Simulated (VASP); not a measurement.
GaN, 4 atoms in the cell. The structure is hexagonal, space group P6_3mc (No. 186). The conventional cell has a = 3.180 Å, b = 3.180 Å, c = 5.166 Å, α = 90.00°, β = 90.00°, γ = 120.00°. Around Ga (site symmetry 3m) lie 4 N at 1.94 to 1.95 Å. N (site symmetry 3m) has 4 Ga at 1.94 to 1.95 Å as nearest neighbours. 

```yaml
Program: VASP 6.6.1
Task: single point
Functional: PBE
Potentials_or_basis: VASP PAW PBE potentials, release 64 (Ga_d, N)
Cutoff: 520 eV
k_mesh: 10 × 10 × 5
Occupations: gaussian, width 0.017 eV
Spin: no spin polarisation
Further_INCAR_settings: ALGO = Fast; EDIFF = 1e-07
```

Potentials or basis: VASP PAW PBE potentials, release 64 (Ga_d, N).

The run is started by

```sh
$ cat potpaw_PBE.64/Ga_d/POTCAR potpaw_PBE.64/N/POTCAR > POTCAR
$ mpirun -np 1 vasp_std > vasp.out
```

Hardware: 1 thread of Intel(R) Xeon(R) Platinum 8488C (Sapphire Rapids), on a shared host.

Q: Estimate the wall time of this run.

A: It took 45 s on 1 thread of Intel(R) Xeon(R) Platinum 8488C (Sapphire Rapids), with other jobs on the host, peak memory 0.17 GiB. Counts: scf iterations 20, k points 42.
